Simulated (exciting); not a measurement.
# GaAs (F-43m) in exciting: settings compared, part 3 of 3

exciting (release sodium).

## (4) Phonons, PBEsol

input.xml

```xml
<input>
  <title>GaAs</title>
  <structure speciespath="./" tshift="false">
    <crystal scale="1">
      <basevect>0.000000000000 5.341972295398 5.341972295398</basevect>
      <basevect>5.341972295398 0.000000000000 5.341972295398</basevect>
      <basevect>5.341972295398 5.341972295398 0.000000000000</basevect>
    </crystal>
    <species speciesfile="As.xml" rmt="2">
      <atom coord="0.750000000000 0.750000000000 0.750000000000"/>
    </species>
    <species speciesfile="Ga.xml" rmt="2">
      <atom coord="0.000000000000 0.000000000000 0.000000000000"/>
    </species>
  </structure>
  <groundstate do="fromscratch" ngridk="6 6 6" rgkmax="7.5" gmaxvr="14" lmaxapw="8" lmaxmat="8" lmaxvr="8" xctype="GGA_PBE_SOL" stype="Gaussian" swidth="0.00018375" nempty="10" ValenceRelativity="zora" epsengy="1e-05" epspot="1e-07" maxscl="60" outputlevel="normal"/>
  <phonons method="dfpt" ngridq="1 1 1">
    <qpointset>
      <qpoint>0 0 0</qpoint>
    </qpointset>
  </phonons>
</input>
```

Potentials or basis: all-electron LAPW+lo, shipped species files, valence relativity zora.

Run with:

```
> OMP_NUM_THREADS=1 exciting_smp
```

INFO.OUT:

```text
================================================================================
EXCITING SODIUM started
[... 10 lines left out ...]

 Lattice vectors (cartesian) :
      0.0000000000      5.3419722954      5.3419722954
      5.3419722954      0.0000000000      5.3419722954
      5.3419722954      5.3419722954      0.0000000000

 Reciprocal lattice vectors (cartesian) :
     -0.5880960214      0.5880960214      0.5880960214
      0.5880960214     -0.5880960214      0.5880960214
      0.5880960214      0.5880960214     -0.5880960214

 Unit cell volume                           :     304.8841797692
 Brillouin zone volume                      :       0.8135883391

 Species :    1 (As)
     parameters loaded from                 :    As.xml
     name                                   :    arsenic
     nuclear charge                         :     -33.00000000
     electronic charge                      :      33.00000000
     atomic mass                            :  136573.72190000
     muffin-tin radius                      :       2.00000000
     # of radial points in muffin-tin       :     350

     atomic positions (lattice) :
       1 :   0.75000000  0.75000000  0.75000000

 Species :    2 (Ga)
     parameters loaded from                 :    Ga.xml
     name                                   :    gallium
     nuclear charge                         :     -31.00000000
     electronic charge                      :      31.00000000
     atomic mass                            :  127097.25380000
     muffin-tin radius                      :       2.00000000
     # of radial points in muffin-tin       :     350

     atomic positions (lattice) :
       1 :   0.00000000  0.00000000  0.00000000

 Total number of atoms per unit cell        :       2

 Spin treatment                             :    spin-unpolarised

 Number of Bravais lattice symmetries       :      48
 Number of crystal symmetries               :      24

 k-point grid                               :       6    6    6
 Total number of k-points                   :      22
 k-point set is reduced with crystal symmetries

 R^MT_min * |G+k|_max (rgkmax)              :       7.50000000
 Species with R^MT_min                      :       1 (As)
 Maximum |G+k| for APW functions            :       3.75000000
 Maximum |G| for potential and density      :      14.00000000

 G-vector grid sizes                        :      36    36    36
 Total number of G-vectors                  :   14163

 Maximum angular momentum used for
     APW functions                          :       8
     computing H and O matrix elements      :       8
     potential and density                  :       8
     inner part of muffin-tin               :       2

 Total nuclear charge                       :     -64.00000000
 Total electronic charge                    :      64.00000000
 Total core charge                          :      36.00000000
 Total valence charge                       :      28.00000000

 Number of empty states                     :      10
 Total number of valence states             :      25

 Maximum Hamiltonian size                   :     311
 Maximum number of plane-waves              :     283
 Total number of local-orbitals             :      28

 Exchange-correlation type                  :      22
     PBEsol, Phys. Rev. Lett. 100, 136406 (2008)
     Generalised gradient approximation (GGA)

 Smearing scheme                            :    Gaussian
 Smearing width                             :       0.00018375

 Using multisecant Broyden potential mixing
[... 16 lines left out ...]
+ SCF iteration number :    1                                                  +
++++++++++++++++++++++++++++++++++++++++++++++++++++++++++++++++++++++++++++++++
 Total energy                               :     -4201.11577233
 _______________________________________________________________
 Fermi energy                               :         0.18274199
 Kinetic energy                             :      4291.47795963
 Coulomb energy                             :     -8336.16075123
 Exchange energy                            :      -152.87062423
 Correlation energy                         :        -3.56235649

 DOS at Fermi energy (states/Ha/cell)       :         0.00000000

 Electron charges :
     core                                   :        36.00000000
     core leakage                           :         0.00788154
     valence                                :        28.00000000
     interstitial                           :         4.77683938
     charge in muffin-tin spheres :
                  atom     1    As          :        30.48547274
                  atom     2    Ga          :        28.73768788
     total charge in muffin-tins            :        59.22316062
     total charge                           :        64.00000000

 Estimated fundamental gap                  :         0.02502789
        valence-band maximum at    1      0.0000  0.0000  0.0000
     conduction-band minimum at    1      0.0000  0.0000  0.0000

++++++++++++++++++++++++++++++++++++++++++++++++++++++++++++++++++++++++++++++++
+ SCF iteration number :    2                                                  +
++++++++++++++++++++++++++++++++++++++++++++++++++++++++++++++++++++++++++++++++
 Total energy                               :     -4202.01679738
 _______________________________________________________________
 Fermi energy                               :         0.18502567
 Kinetic energy                             :      4291.22045632
 Coulomb energy                             :     -8336.76306279
 Exchange energy                            :      -152.91097849
 Correlation energy                         :        -3.56321242

 DOS at Fermi energy (states/Ha/cell)       :         0.00000000

 Electron charges :
     core                                   :        36.00000000
     core leakage                           :         0.00777864
     valence                                :        28.00000000
     interstitial                           :         4.79021955
     charge in muffin-tin spheres :
                  atom     1    As          :        30.42696552
                  atom     2    Ga          :        28.78281492
     total charge in muffin-tins            :        59.20978045
     total charge                           :        64.00000000
[... 329 lines left out ...]
++++++++++++++++++++++++++++++++++++++++++++++++++++++++++++++++++++++++++++++++
+ SCF iteration number :   13                                                  +
++++++++++++++++++++++++++++++++++++++++++++++++++++++++++++++++++++++++++++++++
 Total energy                               :     -4202.19157821
 _______________________________________________________________
 Fermi energy                               :         0.18608456
 Kinetic energy                             :      4291.03571211
 Coulomb energy                             :     -8336.74830129
 Exchange energy                            :      -152.91522167
 Correlation energy                         :        -3.56376737

 DOS at Fermi energy (states/Ha/cell)       :         0.00000000

 Electron charges :
     core                                   :        36.00000000
     core leakage                           :         0.00771762
     valence                                :        28.00000000
     interstitial                           :         4.81543652
     charge in muffin-tin spheres :
                  atom     1    As          :        30.37472615
                  atom     2    Ga          :        28.80983732
     total charge in muffin-tins            :        59.18456348
     total charge                           :        64.00000000

 Estimated fundamental gap                  :         0.01585517
        valence-band maximum at    1      0.0000  0.0000  0.0000
     conduction-band minimum at    1      0.0000  0.0000  0.0000

 RMS change in effective potential (target) :  0.472987E-08  ( 0.100000E-06)
 Absolute change in total energy   (target) :  0.892407E-06  ( 0.100000E-04)
 Charge distance                   (target) :  0.162365E-08  ( 0.100000E-04)

++++++++++++++++++++++++++++++++++++++++++++++++++++++++++++++++++++++++++++++++
| Convergency criteria checked for the last 2 iterations                       +
| Convergence targets achieved. Performing final SCF iteration                 +
++++++++++++++++++++++++++++++++++++++++++++++++++++++++++++++++++++++++++++++++
 Total energy                               :     -4202.19157910
 _______________________________________________________________
 Fermi energy                               :         0.18608456
 Kinetic energy                             :      4291.03571186
 Coulomb energy                             :     -8336.74830188
 Exchange energy                            :      -152.91522171
 Correlation energy                         :        -3.56376737

 DOS at Fermi energy (states/Ha/cell)       :         0.00000000

 Electron charges :
     core                                   :        36.00000000
     core leakage                           :         0.00771762
     valence                                :        28.00000000
     interstitial                           :         4.81543652
     charge in muffin-tin spheres :
                  atom     1    As          :        30.37472615
                  atom     2    Ga          :        28.80983733
     total charge in muffin-tins            :        59.18456348
     total charge                           :        64.00000000

 Estimated fundamental gap                  :         0.01585517
        valence-band maximum at    1      0.0000  0.0000  0.0000
     conduction-band minimum at    1      0.0000  0.0000  0.0000

++++++++++++++++++++++++++++++++++++++++++++++++++++++++++++++++++++++++++++++++
[... 9 lines left out ...]
| EXCITING SODIUM stopped                                                      =
================================================================================
```

Run time: 10 min. Hardware: 1 thread of AMD EPYC 7R43 (Zen 3), shared host; peak memory 0.78 GiB.

What came out:

* Band gap on the k mesh: 0.43 eV, direct
* All electrons inside the program's atomic spheres: As 30.37; Ga 28.81 (radii As 2.0, Ga 2.0 bohr)
* Born charges (mean of the diagonal): As -2.16; Ga +2.16 e

Born effective charge tensors (e):
atom 1, As
```
-2.16  0.00  0.00
 0.00 -2.16  0.00
 0.00  0.00 -2.16
```
atom 2, Ga
```
2.16 0.00 0.00
0.00 2.16 0.00
0.00 0.00 2.16
```

Caveat: imaginary frequencies would show as zero here, so a zero away from Γ can hide an instability; the gap is small at this level, which inflates the dielectric constant; at Γ the modes are those without the macroscopic field, so the longitudinal optical ones aren't split off; the coarse mesh runs through a small direct gap, which inflates the dielectric tensor, so the log's value isn't listed.

## (5) The reference run

An earlier run on the cell as given: functional PBE; potentials or basis all-electron LAPW+lo, shipped species files, valence relativity iora*; rgkmax 9; k mesh 8 × 8 × 8; occupations fermi-dirac, width 0.05 eV; no spin polarisation.

- Band gap on the k mesh: 0.51 eV, direct
- All electrons inside the program's atomic spheres: As 30.38; Ga 28.82 (radii As 2.0, Ga 2.0 bohr)

## (6) Overview

```csv
task,level,potentials or basis,k mesh,smearing,method,first band of the group,last band of the group,lmaxapw (and lmaxmat),valence relativity,rgkmax,gap on the mesh (eV)
Wannier functions,LDA,"all-electron LAPW+lo, shipped species files, valence relativity iora*",7 × 7 × 7,gaussian 0.005 eV,opfmax,12,14,10,iora*,7.5,0.28
TDDFT spectrum,PBEsol,"all-electron LAPW+lo, shipped species files, valence relativity iora*",5 × 5 × 5,gaussian 0.005 eV,-,-,-,10,iora*,7.5,0.43
phonons,PBEsol,"all-electron LAPW+lo, shipped species files, valence relativity zora",6 × 6 × 6,gaussian 0.005 eV,-,-,-,8,zora,7.5,0.43
single point,PBE,"all-electron LAPW+lo, shipped species files, valence relativity iora*",8 × 8 × 8,fermi-dirac 0.05 eV,-,-,-,10,iora*,9,0.51
```

Alike in all rows: no spin polarisation; cell as given.

Caveats: the scissor shift is a trial value, not fitted to this crystal (some runs); spectra need much finer meshes, so this one isn't converged (some runs); imaginary frequencies would show as zero here, so a zero away from Γ can hide an instability (some runs); the gap is small at this level, which inflates the dielectric constant (some runs); at Γ the modes are those without the macroscopic field, so the longitudinal optical ones aren't split off (some runs).

Compare energies only between runs with the same functional and basis.

## (7) Comparison with measurements

Step 2. Measured gap of GaAs: 1.412 eV (direct; 300 K; “Evidence of valence band perturbations in GaAsN/GaAs(001): A combined variable-angle spectroscopic ellipsometry and modulated photoreflectance investigation”, 2008, arxiv:0805.2212). This calculation gives 0.28 eV (-1.14 eV). So large a miss can be the level of theory's own, or it may mean another phase, state or a wrong row. 3 values of this kind are on record (1.412 to 1.51 eV); this one was drawn at random among those near their median, those with a stated uncertainty first. Spin-orbit coupling on As, Ga is left out. The value is that of LDA, without temperature or zero-point motion. Semilocal functionals fall short of measured gaps as a rule.

Step 3. Against the measured gap of GaAs, 1.412 eV (direct; 300 K; “Evidence of valence band perturbations in GaAsN/GaAs(001): A combined variable-angle spectroscopic ellipsometry and modulated photoreflectance investigation”, 2008, arxiv:0805.2212), the calculated 0.43 eV is off by -0.98 eV. 3 values of this kind are on record (1.412 to 1.51 eV); this one was drawn at random among those near their median, those with a stated uncertainty first. Spin-orbit coupling on As, Ga is left out. The value is that of PBEsol, without temperature or zero-point motion. Semilocal functionals fall short of measured gaps as a rule.

Step 4. Against the measured gap of GaAs, 1.412 eV (direct; 300 K; “Evidence of valence band perturbations in GaAsN/GaAs(001): A combined variable-angle spectroscopic ellipsometry and modulated photoreflectance investigation”, 2008, arxiv:0805.2212), the calculated 0.43 eV is off by -0.98 eV. 3 values of this kind are on record (1.412 to 1.51 eV); this one was drawn at random among those near their median, those with a stated uncertainty first. Spin-orbit coupling on As, Ga is left out. The value is that of PBEsol on a finite k mesh, which can miss the band edges, without temperature or zero-point motion. Semilocal functionals fall short of measured gaps as a rule.
